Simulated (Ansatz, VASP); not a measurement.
# Al: VASP beside Ansatz

```
Al
1.0
     0.00000    2.00735    2.00735
     2.00735    0.00000    2.00735
     2.00735    2.00735    0.00000
Al
1
Direct
  0.00000 0.00000 0.00000
```

Alike in both runs: functional PBEsol; k mesh 16 × 16 × 16; occupations fermi-dirac, width 0.1 eV; no spin polarisation.

Ansatz relaxed the structure, and its values are those at the end. VASP's run is a single point on that final structure, the one shown.

```csv
,VASP,Ansatz
version,VASP 6.6.1,Ansatz 0.2.0
potentials or method,"VASP PAW PBE potentials, release 64 (Al)","PAW with Ansatz's default frozen-core files, scalar-relativistic"
plane-wave cutoff (eV),520,420
valence electrons in the cell,3,3
```

```csv
,VASP,Ansatz,Ansatz less VASP
pressure (GPa),0.1,0.0,-0.06
```

Caveats: the PAW data sets were made with another functional, which shifts forces and pressure a little (VASP).
